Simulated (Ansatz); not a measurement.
**Ge: equation of state with PBE0**

**The experiment to reproduce.**

From “Sub-monolayer structures of Ag overlayers on Ge(111): experimental observations and first-principles study”, 2019, arxiv:1908.00180, for a bulk crystal of Ge: bulk modulus 75.8 GPa.

Ge:

```xyz
2
Lattice="0.0000 2.8289 2.8289 2.8289 0.0000 2.8289 2.8289 2.8289 0.0000" Properties=species:S:1:pos:R:3 pbc="T T T"
Ge    4.2434    4.2434    4.2434
Ge    2.8289    2.8289    2.8289
```

| Property | Result |
| --- | --- |
| Program | Ansatz 0.2.0 |
| Task | equation of state |
| Functional | PBE0 |
| Potentials or basis | Ansatz PAW |
| Cutoff | 420 eV |
| Density cutoff | 1680 eV |
| k mesh | 6 × 6 × 6 |
| Occupations | fermi-dirac, width 0.05 eV |
| Spin | no spin polarisation |

```json
{
 "Equilibrium volume": "22.87 Å³/atom",
 "Bulk modulus": "75 GPa",
 "Pressure derivative of the bulk modulus": "4.6"
}
```

Energy against volume, from the lowest point:
```tsv
volume (Å³/atom)	energy (meV/atom)
21.281	28.96
21.733	13.97
22.186	4.55
22.639	0.06
23.092	0.00
23.545	3.90
23.997	11.36
```

All runs of the series together: 3.1 min on 2 threads of AMD EPYC 7R13 Processor (Zen 3) (shared host).

Against the measured bulk modulus of Ge, 75.8 GPa (quoted in “Sub-monolayer structures of Ag overlayers on Ge(111): experimental observations and first-principles study”, 2019, arxiv:1908.00180), the calculated 75 GPa is off by -1.4 %. The fit is for a static lattice scaled at fixed shape and fixed fractional positions. The cell as given is a measured one (22.64 Å³/atom); PBE0 puts the equilibrium volume +1.0 % from it, thermal expansion not counted.

Caveat: the PAW data sets were made with another functional, which shifts forces and pressure a little.
